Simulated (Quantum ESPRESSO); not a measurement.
# TaS2 in Quantum ESPRESSO: a series of runs

One slab, TaS2, is run at these levels: PBE; tasks: work function.

Program: Quantum ESPRESSO 7.5. These are calculated values, not measurements. Logs are shortened: lines on timing, memory, paths and dates and some standing lists are left out, and cuts for length are marked.

### 1 Starting point

The cell holds a slab with vacuum, 6 atoms: a = 3.282 Å, b = 3.282 Å, c = 30.588 Å, α = 90.00°, β = 90.00°, γ = 60.22°.

### 2 Work function, PBE

Input file pw.in:

```
&CONTROL
  calculation = 'scf'
  prefix = 'pwscf'
  outdir = './tmp'
  pseudo_dir = './pseudo'
  tprnfor = .true.
  disk_io = 'low'
/
&SYSTEM
  ibrav = 0
  celldm(1) = 8
  nat = 6
  ntyp = 2
  ecutwfc = 132
  nbnd = 51
  occupations = 'smearing'
  smearing = 'fd'
  degauss = 0.00367493
/
&ELECTRONS
  conv_thr = 6d-09
  electron_maxstep = 150
  mixing_beta = 0.3
  mixing_mode = 'local-TF'
/
ATOMIC_SPECIES
S     32.0600 S.upf
Ta   180.9479 Ta.upf
CELL_PARAMETERS alat
  0.7753392550385   0.0000000000000   0.0000000000000
  0.3851462736707   0.6729140422679   0.0000000000000
  0.0000000000000   0.0000000000000   7.2253678375066
ATOMIC_POSITIONS crystal
S      0.2380000000    0.2380000000    0.2451941938
Ta     0.5800000000    0.5800000000    0.3161043546
S      0.2380000000    0.2380000000    0.3870145155
S      0.7380000000    0.7380000000    0.6129854845
Ta     0.0800000000    0.0800000000    0.6838956454
S      0.7380000000    0.7380000000    0.7548058062
K_POINTS automatic
4 4 1 0 0 0
```

Input file pp_density.in:

```
&INPUTPP
  prefix = 'pwscf'
  outdir = './tmp'
  filplot = 'density.dat'
  plot_num = 0
/
&PLOT
  nfile = 1
  filepp(1) = 'density.dat'
  iflag = 3
  output_format = 6
  fileout = 'density.cube'
/
```

Input file pp_potential.in:

```
&INPUTPP
  prefix = 'pwscf'
  outdir = './tmp'
  filplot = 'potential.dat'
  plot_num = 11
/
&PLOT
  nfile = 1
  filepp(1) = 'potential.dat'
  iflag = 3
  output_format = 6
  fileout = 'potential.cube'
/
```

Input file pp_elf.in:

```
&INPUTPP
  prefix = 'pwscf'
  outdir = './tmp'
  filplot = 'elf.dat'
  plot_num = 8
/
&PLOT
  nfile = 1
  filepp(1) = 'elf.dat'
  iflag = 3
  output_format = 6
  fileout = 'elf.cube'
/
```

Potentials or basis: PseudoDojo 0.4 SR PBE stringent.

On the command line:

```
> OMP_NUM_THREADS=1 mpirun -n 2 pw.x -in pw.in > pw.out
> OMP_NUM_THREADS=1 mpirun -n 1 pp.x -in pp_density.in > pp_density.out
> OMP_NUM_THREADS=1 mpirun -n 1 pp.x -in pp_potential.in > pp_potential.out
> OMP_NUM_THREADS=1 mpirun -n 1 pp.x -in pp_elf.in > pp_elf.out
```

pw.out:

```text
This program is part of the open-source Quantum ESPRESSO suite
     for quantum simulation of materials; please cite
         "P. Giannozzi et al., J. Phys.:Condens. Matter 21 395502 (2009);
         "P. Giannozzi et al., J. Phys.:Condens. Matter 29 465901 (2017);
         "P. Giannozzi et al., J. Chem. Phys. 152 154105 (2020);
     in publications or presentations arising from this work. More details at

     Message from routine setup:
     using ibrav=0 with symmetry is DISCOURAGED, use correct ibrav instead

     Subspace diagonalization in iterative solution of the eigenvalue problem:
     a serial algorithm will be used

     --------------------
     sticks:   dense  smooth     PW     G-vecs:    dense   smooth      PW
     Min         702     702    198               197774   197774   29920
     Max         703     703    199               197781   197781   29937
     Sum        1405    1405    397               395555   395555   59857

     Using Slab Decomposition

     bravais-lattice index     =            0
     lattice parameter (alat)  =       8.0000  a.u.
     unit-cell volume          =    1930.1066 (a.u.)^3
     number of atoms/cell      =            6
     number of atomic types    =            2
     number of electrons       =        78.00
     number of Kohn-Sham states=           51
     kinetic-energy cutoff     =     132.0000  Ry
     charge density cutoff     =     528.0000  Ry
     scf convergence threshold =      6.0E-09
     mixing beta               =       0.3000
     number of iterations used =            8  local-TF  mixing
     Exchange-correlation= PBE
                           (   1   4   3   4   0   0   0)

     celldm(1)=   8.000000  celldm(2)=   0.000000  celldm(3)=   0.000000
     celldm(4)=   0.000000  celldm(5)=   0.000000  celldm(6)=   0.000000

     crystal axes: (cart. coord. in units of alat)
               a(1) = (   0.775339   0.000000   0.000000 )
               a(2) = (   0.385146   0.672914   0.000000 )
               a(3) = (   0.000000   0.000000   7.225368 )

     reciprocal axes: (cart. coord. in units 2 pi/alat)
               b(1) = (  1.289758 -0.738201  0.000000 )
               b(2) = (  0.000000  1.486074  0.000000 )
               b(3) = (  0.000000  0.000000  0.138401 )

     PseudoPot. # 1 for S  read from file:
     S.upf
     Pseudo is Norm-conserving + core correction, Zval =  6.0
     Generated using ONCVPSP code by D. R. Hamann
     Using radial grid of 1148 points,  6 beta functions with:
                l(1) =   0
                l(2) =   0
                l(3) =   1
                l(4) =   1
                l(5) =   2
                l(6) =   2

     PseudoPot. # 2 for Ta read from file:
     Ta.upf
     Pseudo is Norm-conserving + core correction, Zval = 27.0
     Generated using ONCVPSP code by D. R. Hamann
     Using radial grid of 1450 points,  8 beta functions with:
                l(1) =   0
                l(2) =   0
                l(3) =   1
                l(4) =   1
                l(5) =   2
                l(6) =   2
                l(7) =   3
                l(8) =   3

     atomic species   valence    mass     pseudopotential
     S                 6.00    32.06000     S ( 1.00)
     Ta               27.00   180.94790     Ta( 1.00)

      2 Sym. Ops. (no inversion) found ( 1 have fractional translation)

   Cartesian axes

     site n.     atom                  positions (alat units)
         1        S      tau(   1) = (   0.2761956   0.1601535   1.7716182  )
         2        Ta     tau(   2) = (   0.6730816   0.3902901   2.2839702  )
         3        S      tau(   3) = (   0.2761956   0.1601535   2.7963222  )
         4        S      tau(   4) = (   0.8564383   0.4966106   4.4290456  )
         5        Ta     tau(   5) = (   0.0928388   0.0538331   4.9413976  )
         6        S      tau(   6) = (   0.8564383   0.4966106   5.4537496  )

     number of k points=    10  Fermi-Dirac smearing, width (Ry)=  0.0037
                       cart. coord. in units 2pi/alat
        k(    1) = (   0.0000000   0.0000000   0.0000000), wk =   0.1250000
        k(    2) = (   0.0000000   0.3715185   0.0000000), wk =   0.2500000
        k(    3) = (   0.0000000  -0.7430370   0.0000000), wk =   0.1250000
        k(    4) = (   0.3224395  -0.1845501   0.0000000), wk =   0.2500000
        k(    5) = (   0.3224395   0.1869684   0.0000000), wk =   0.2500000
        k(    6) = (   0.3224395  -0.9275871   0.0000000), wk =   0.2500000
        k(    7) = (   0.3224395  -0.5560686   0.0000000), wk =   0.2500000
        k(    8) = (  -0.6448790   0.3691003   0.0000000), wk =   0.1250000
        k(    9) = (  -0.6448790   0.7406187   0.0000000), wk =   0.2500000
        k(   10) = (  -0.6448790  -0.3739367   0.0000000), wk =   0.1250000

     Dense  grid:   395555 G-vectors     FFT dimensions: (  48,  48, 432)

     Initial potential from superposition of free atoms

     starting charge      77.9980, renormalised to      78.0000

     negative rho (up, down):  6.767E-06 0.000E+00
     Starting wfcs are   50 randomized atomic wfcs +    1 random wfcs

     Self-consistent Calculation

     iteration #  1     ecut=   132.00 Ry     beta= 0.30
     Davidson diagonalization with overlap
     ethr =  1.00E-02,  avg # of iterations =  5.1

     negative rho (up, down):  2.309E-06 0.000E+00

     total energy              =   -1385.05176306 Ry
     estimated scf accuracy    <       0.94126586 Ry

     iteration #  2     ecut=   132.00 Ry     beta= 0.30
     Davidson diagonalization with overlap
     ethr =  1.21E-03,  avg # of iterations =  1.0

     total energy              =   -1385.05458863 Ry
     estimated scf accuracy    <       0.17293160 Ry

     iteration #  3     ecut=   132.00 Ry     beta= 0.30
     Davidson diagonalization with overlap
     ethr =  2.22E-04,  avg # of iterations =  2.1
[... 109 lines left out ...]
     iteration # 17     ecut=   132.00 Ry     beta= 0.30
     Davidson diagonalization with overlap
     ethr =  4.16E-11,  avg # of iterations =  2.0

     negative rho (up, down):  6.827E-06 0.000E+00

     total energy              =   -1385.05434949 Ry
     estimated scf accuracy    <          9.2E-09 Ry

     iteration # 18     ecut=   132.00 Ry     beta= 0.30
     Davidson diagonalization with overlap
     ethr =  1.18E-11,  avg # of iterations =  1.8

     End of self-consistent calculation

          k = 0.0000 0.0000 0.0000 ( 49475 PWs)   bands (ev):

   -67.5261 -67.5261 -33.8755 -33.8755 -33.6660 -33.6660 -33.6647 -33.6647
   -19.2866 -19.2866 -19.2856 -19.2856 -19.2745 -19.2745 -19.2720 -19.2720
   -19.2699 -19.2699 -19.2527 -19.2527 -19.2297 -19.2297 -11.6750 -11.6749
   -11.3157 -11.3157  -4.2086  -4.2076  -1.4212  -1.4146   0.1715   0.1784
     0.9119   0.9119   0.9238   0.9239   1.5603   1.5603   1.7420   1.7420
     2.9995   2.9995   3.0999   3.0999   3.9456   3.9456   4.1030   4.1030
     4.8850   4.9843   6.3216

          k = 0.0000 0.3715 0.0000 ( 49449 PWs)   bands (ev):

   -67.5189 -67.5189 -33.8555 -33.8555 -33.8044 -33.8044 -33.6992 -33.6992
   -19.2868 -19.2868 -19.2831 -19.2831 -19.2775 -19.2775 -19.2733 -19.2733
   -19.2687 -19.2687 -19.2456 -19.2456 -19.2382 -19.2382 -11.0111 -11.0111
   -10.8086 -10.8086  -3.0983  -3.0974  -1.5096  -1.5069  -1.2446  -1.2443
    -0.5566  -0.5560   0.4535   0.4550   0.8195   0.8195   1.2076   1.2076
     2.2396   2.2459   3.4446   3.4446   3.7369   3.7492   4.2655   4.2659
     5.4264   5.4525   7.4374

          k = 0.0000-0.7430 0.0000 ( 49422 PWs)   bands (ev):

   -67.5117 -67.5117 -33.9406 -33.9406 -33.8354 -33.8354 -33.7326 -33.7326
   -19.2878 -19.2878 -19.2815 -19.2815 -19.2800 -19.2800 -19.2759 -19.2759
   -19.2652 -19.2652 -19.2459 -19.2459 -19.2384 -19.2384 -10.1587 -10.1587
   -10.1411 -10.1411  -3.4048  -3.4048  -2.7537  -2.7537  -1.7699  -1.7699
    -1.1828  -1.1828   0.2087   0.2087   0.3407   0.3407   1.0345   1.0345
     3.7410   3.7410   3.8423   3.8423   4.2788   4.2788   5.0004   5.0004
     5.7629   5.7629   6.8992

          k = 0.3224-0.1846 0.0000 ( 49449 PWs)   bands (ev):

   -67.5189 -67.5189 -33.8555 -33.8555 -33.8044 -33.8044 -33.6992 -33.6992
   -19.2868 -19.2868 -19.2831 -19.2831 -19.2775 -19.2775 -19.2733 -19.2733
   -19.2687 -19.2687 -19.2456 -19.2456 -19.2382 -19.2382 -11.0111 -11.0111
   -10.8086 -10.8086  -3.0983  -3.0974  -1.5096  -1.5069  -1.2446  -1.2443
    -0.5566  -0.5560   0.4535   0.4550   0.8195   0.8195   1.2076   1.2076
     2.2396   2.2459   3.4446   3.4446   3.7369   3.7492   4.2655   4.2659
     5.4264   5.4525   7.4374

          k = 0.3224 0.1870 0.0000 ( 49456 PWs)   bands (ev):

   -67.5187 -67.5187 -33.8553 -33.8553 -33.8069 -33.8069 -33.6994 -33.6994
   -19.2868 -19.2868 -19.2824 -19.2824 -19.2795 -19.2795 -19.2712 -19.2712
   -19.2693 -19.2693 -19.2455 -19.2455 -19.2385 -19.2385 -11.0102 -11.0102
   -10.7970 -10.7970  -3.1007  -3.0998  -1.4711  -1.4684  -1.2217  -1.2213
    -0.5386  -0.5378   0.5206   0.5222   0.7236   0.7236   1.1790   1.1791
     2.2225   2.2283   3.4013   3.4014   3.6678   3.6787   4.3010   4.3010
     5.4069   5.4361   7.4366

          k = 0.3224-0.9276 0.0000 ( 49430 PWs)   bands (ev):

   -67.5115 -67.5115 -33.8923 -33.8923 -33.8353 -33.8353 -33.7848 -33.7848
   -19.2856 -19.2856 -19.2820 -19.2820 -19.2813 -19.2813 -19.2745 -19.2745
   -19.2661 -19.2661 -19.2472 -19.2472 -19.2384 -19.2384 -10.1681 -10.1681
   -10.1529 -10.1529  -2.5622  -2.5622  -2.1139  -2.1138  -1.7252  -1.7245
    -1.3702  -1.3694  -0.7501  -0.7501  -0.6055  -0.6054   1.1207   1.1209
     2.7098   2.7127   3.3448   3.3451   4.4890   4.4954   4.6682   4.6682
     6.2531   6.2531   8.1649

          k = 0.3224-0.5561 0.0000 ( 49383 PWs)   bands (ev):

   -67.5117 -67.5117 -33.8865 -33.8865 -33.8354 -33.8354 -33.7881 -33.7881
   -19.2848 -19.2848 -19.2828 -19.2828 -19.2787 -19.2787 -19.2779 -19.2779
   -19.2654 -19.2654 -19.2470 -19.2470 -19.2385 -19.2385 -10.1698 -10.1698
   -10.1687 -10.1687  -2.5735  -2.5735  -2.0683  -2.0682  -1.7195  -1.7189
    -1.4074  -1.4067  -0.7477  -0.7477  -0.6102  -0.6102   1.1325   1.1326
     2.7028   2.7058   3.3521   3.3522   4.5734   4.5796   4.6094   4.6102
     6.1901   6.1913   8.2376

          k =-0.6449 0.3691 0.0000 ( 49422 PWs)   bands (ev):

   -67.5117 -67.5117 -33.9406 -33.9406 -33.8354 -33.8354 -33.7326 -33.7326
   -19.2878 -19.2878 -19.2815 -19.2815 -19.2800 -19.2800 -19.2759 -19.2759
   -19.2652 -19.2652 -19.2459 -19.2459 -19.2384 -19.2384 -10.1587 -10.1587
   -10.1411 -10.1411  -3.4048  -3.4048  -2.7537  -2.7537  -1.7699  -1.7699
    -1.1828  -1.1828   0.2087   0.2087   0.3407   0.3407   1.0345   1.0345
     3.7410   3.7410   3.8423   3.8423   4.2788   4.2788   5.0004   5.0004
     5.7629   5.7629   6.8992

          k =-0.6449 0.7406 0.0000 ( 49430 PWs)   bands (ev):

   -67.5115 -67.5115 -33.8923 -33.8923 -33.8353 -33.8353 -33.7848 -33.7848
   -19.2856 -19.2856 -19.2820 -19.2820 -19.2813 -19.2813 -19.2745 -19.2745
   -19.2661 -19.2661 -19.2472 -19.2472 -19.2384 -19.2384 -10.1681 -10.1681
   -10.1529 -10.1529  -2.5622  -2.5622  -2.1139  -2.1138  -1.7252  -1.7245
    -1.3702  -1.3694  -0.7501  -0.7501  -0.6055  -0.6054   1.1207   1.1209
     2.7098   2.7127   3.3448   3.3451   4.4890   4.4954   4.6682   4.6682
     6.2531   6.2531   8.1649

          k =-0.6449-0.3739 0.0000 ( 49440 PWs)   bands (ev):

   -67.5114 -67.5114 -33.9446 -33.9446 -33.8351 -33.8351 -33.7338 -33.7338
   -19.2874 -19.2874 -19.2842 -19.2842 -19.2792 -19.2792 -19.2731 -19.2731
   -19.2662 -19.2662 -19.2464 -19.2464 -19.2382 -19.2382 -10.1414 -10.1414
   -10.1274 -10.1273  -3.3535  -3.3534  -2.7977  -2.7975  -1.8231  -1.8226
    -1.0737  -1.0727   0.1244   0.1244   0.4566   0.4573   0.9752   0.9753
     3.6728   3.6767   3.7056   3.7080   4.2667   4.2668   5.0169   5.0169
     5.6784   5.6878   6.9928

     the Fermi energy is     1.1646 ev

!    total energy              =   -1385.05434947 Ry
     estimated scf accuracy    <          2.2E-09 Ry
     smearing contrib. (-TS)   =      -0.00757294 Ry
     internal energy E=F+TS    =   -1385.04677653 Ry

     The total energy is F=E-TS. E is the sum of the following terms:
     one-electron contribution =   -4825.49807072 Ry
     hartree contribution      =    2447.75307392 Ry
     xc contribution           =    -233.87877862 Ry
     ewald contribution        =    1226.57699889 Ry

     convergence has been achieved in  18 iterations

     Forces acting on atoms (cartesian axes, Ry/au):

     atom    1 type  1   force =     0.00121674    0.00070550    0.14683484
     atom    2 type  2   force =    -0.00243335   -0.00141091    0.00000131
     atom    3 type  1   force =     0.00121661    0.00070541   -0.14682142
     atom    4 type  1   force =     0.00121661    0.00070541    0.14682142
     atom    5 type  2   force =    -0.00243335   -0.00141091   -0.00000131
     atom    6 type  1   force =     0.00121674    0.00070550   -0.14683484

     Total force =     0.293697     Total SCF correction =     0.000219

=------------------------------------------------------------------------------=
   JOB DONE.
=------------------------------------------------------------------------------=
```

It took 7.9 min on 2 MPI ranks of Arm Neoverse V1, shared host; peak memory 1.1 GiB.

What came out:

```
Free energy                     : -18844.6244 eV
Largest force                   : 3.775 eV/Å
Band gap on the k mesh          : none (metal or under the smearing width)
Work function of the upper face : 5.82 eV
Work function of the lower face : 5.82 eV
```

Forces in eV/Å, atoms in the order of the input:
```
S    0.031  0.018  3.775
Ta  -0.063 -0.036  0.000
S    0.031  0.018 -3.775
S    0.031  0.018  3.775
Ta  -0.063 -0.036  0.000
S    0.031  0.018 -3.775
```

Caveat: the k mesh is coarse (spacing up to 0.55 Å⁻¹), so the values aren't converged.

### 3 Work function, PBE

pw.in: that of step 2 with these lines changed.

```diff
@@ -13,4 +13,4 @@
   ntyp = 2
-  ecutwfc = 132
-  nbnd = 51
+  ecutwfc = 58
+  nbnd = 34
   occupations = 'smearing'
```

pp_density.in is that of step 2.

pp_potential.in is that of step 2.

pp_elf.in is that of step 2.

Potentials or basis: PseudoDojo 0.4.1 SR PBE standard.

On the command line:

```
> OMP_NUM_THREADS=1 mpirun -n 2 pw.x -in pw.in > pw.out
> OMP_NUM_THREADS=1 mpirun -n 1 pp.x -in pp_density.in > pp_density.out
> OMP_NUM_THREADS=1 mpirun -n 1 pp.x -in pp_potential.in > pp_potential.out
> OMP_NUM_THREADS=1 mpirun -n 1 pp.x -in pp_elf.in > pp_elf.out
```

pw.out:

```text
This program is part of the open-source Quantum ESPRESSO suite
     for quantum simulation of materials; please cite
         "P. Giannozzi et al., J. Phys.:Condens. Matter 21 395502 (2009);
         "P. Giannozzi et al., J. Phys.:Condens. Matter 29 465901 (2017);
         "P. Giannozzi et al., J. Chem. Phys. 152 154105 (2020);
     in publications or presentations arising from this work. More details at

     Message from routine setup:
     using ibrav=0 with symmetry is DISCOURAGED, use correct ibrav instead

     Subspace diagonalization in iterative solution of the eigenvalue problem:
     a serial algorithm will be used

     --------------------
     sticks:   dense  smooth     PW     G-vecs:    dense   smooth      PW
     Min         306     306     93                57444    57444    9609
     Max         307     307     94                57449    57449    9640
     Sum         613     613    187               114893   114893   19249

     Using Slab Decomposition

     bravais-lattice index     =            0
[... 315 lines left out ...]
          k =-0.6449-0.3739 0.0000 ( 14338 PWs)   bands (ev):

   -68.1582 -68.1582 -34.5981 -34.5981 -34.4902 -34.4902 -34.3882 -34.3882
   -10.7751 -10.7751 -10.7612 -10.7611  -3.9850  -3.9849  -3.4302  -3.4300
    -2.4550  -2.4545  -1.7065  -1.7055  -0.5083  -0.5083  -0.1762  -0.1754
     0.3413   0.3413   3.0383   3.0422   3.0727   3.0751   3.6313   3.6313
     4.3769   4.3769

     the Fermi energy is     0.5301 ev

!    total energy              =    -348.66563595 Ry
     estimated scf accuracy    <          6.4E-10 Ry
     smearing contrib. (-TS)   =      -0.00756071 Ry
     internal energy E=F+TS    =    -348.65807524 Ry

     The total energy is F=E-TS. E is the sum of the following terms:
     one-electron contribution =   -1471.93454491 Ry
     hartree contribution      =     737.60276318 Ry
     xc contribution           =     -83.34160881 Ry
     ewald contribution        =     469.01531530 Ry

     convergence has been achieved in  19 iterations

     Forces acting on atoms (cartesian axes, Ry/au):

     atom    1 type  1   force =     0.00120238    0.00069713    0.14660667
     atom    2 type  2   force =    -0.00240454   -0.00139422    0.00000141
     atom    3 type  1   force =     0.00120216    0.00069709   -0.14659368
     atom    4 type  1   force =     0.00120216    0.00069709    0.14659368
     atom    5 type  2   force =    -0.00240454   -0.00139422   -0.00000141
     atom    6 type  1   force =     0.00120238    0.00069713   -0.14660667

     Total force =     0.293240     Total SCF correction =     0.000056

=------------------------------------------------------------------------------=
   JOB DONE.
=------------------------------------------------------------------------------=
```

Wall time 80 s (2 MPI ranks of Arm Neoverse V1, shared host); peak memory 0.34 GiB.

What came out:

```
Free energy                     : -4743.8376 eV
Largest force                   : 3.770 eV/Å
Band gap on the k mesh          : none (metal or under the smearing width)
Work function of the upper face : 5.82 eV
Work function of the lower face : 5.82 eV
```

Forces in eV/Å, atoms in the order of the input:
```
S    0.031  0.018  3.769
Ta  -0.062 -0.036  0.000
S    0.031  0.018 -3.769
S    0.031  0.018  3.769
Ta  -0.062 -0.036  0.000
S    0.031  0.018 -3.769
```

Caveat: the k mesh is coarse (spacing up to 0.55 Å⁻¹), so the values aren't converged. The run has no spin-orbit coupling, so splittings on Ta are missing.
